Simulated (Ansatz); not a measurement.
Calculated with Ansatz (gas phase, PBE0-D4/def2-TZVP geometries, no zero-point term in ΔE). CBS: MP2 limit from def2 TZ/QZ plus the TZ coupled-cluster correction, frozen cores. def2 core potentials past Kr. For Sn outer-core shells are correlated without core-valence functions, which leaves a few kJ/mol of doubt a bond. Each species was taken in one conformer, which may not be the lowest.

Consider the ligand exchange at the Si–O bond: `[F][Sn][O][SiH3]` + `N=C(N)O` → `N/C(O)=N\[SiH3]` + `[OH][Sn][F]`.

`[F][Sn][O][SiH3]`:

```xyz
7

F    -2.060    1.577    0.370
Sn   -0.880    1.342    1.898
O     0.361    0.127    0.986
Si    0.583   -0.588   -0.474
H    -0.564   -1.472   -0.817
H     0.742    0.427   -1.550
H     1.818   -1.414   -0.413
```

`N=C(N)O`:

Z-matrix (Å, degrees):
```
C
N 1 1.363
O 1 1.359 2 109.6
N 1 1.268 2 122.3 3 178.4
H 2 1.004 1 117.1 3 24.2
H 2 1.004 1 114.8 3 167.0
H 3 0.961 1 108.5 2 -180.0
H 4 1.014 1 112.8 2 -175.5
```

`N/C(O)=N\[SiH3]`:

Z-matrix (Å, degrees):
```
Si
N 1 1.705
H 1 1.503 2 113.2
H 1 1.487 2 110.7 3 -120.3
H 1 1.485 2 109.8 3 119.9
C 2 1.268 1 129.8 3 10.1
O 6 1.347 2 120.9 1 -179.9
N 6 1.355 2 128.9 1 1.7
H 7 0.965 6 105.1 2 -0.3
H 8 1.004 6 118.2 2 -12.5
H 8 1.004 6 118.8 2 -168.1
```

`[OH][Sn][F]`:

Cartesian coordinates in Å:
```
O 0.836 -0.131 -0.421
Sn -0.862 0.644 0.207
F -1.351 -0.945 1.196
H 1.377 0.432 -0.982
```

| level | ΔE (kJ/mol) |
| --- | --- |
| MP2/def2-TZVPP | 46.4 |
| HF/def2-QZVPP | 59.9 |

Q: What does CCSD(T)/CBS give? (Best estimate.)

A: Computed: +46.6 kJ/mol. The listed levels differ from it by -0.2, 13.3 kJ/mol.

Largest T1 diagnostic among the species: 0.018.

In def2-TZVPP, CCSD(T) changes the Hartree–Fock value by −10.9 kJ/mol (the triples alone add −2.7 kJ/mol) and MP2 by −13.1 kJ/mol. From PBE to PBE0 (25 % exact exchange), in def2-TZVPP and without D4, ΔE moves by +4.0 kJ/mol.

CCSD(T)/CBS has its own doubt, a few kJ/mol and more with outer-core shells, so smaller differences from it don't rank the levels.
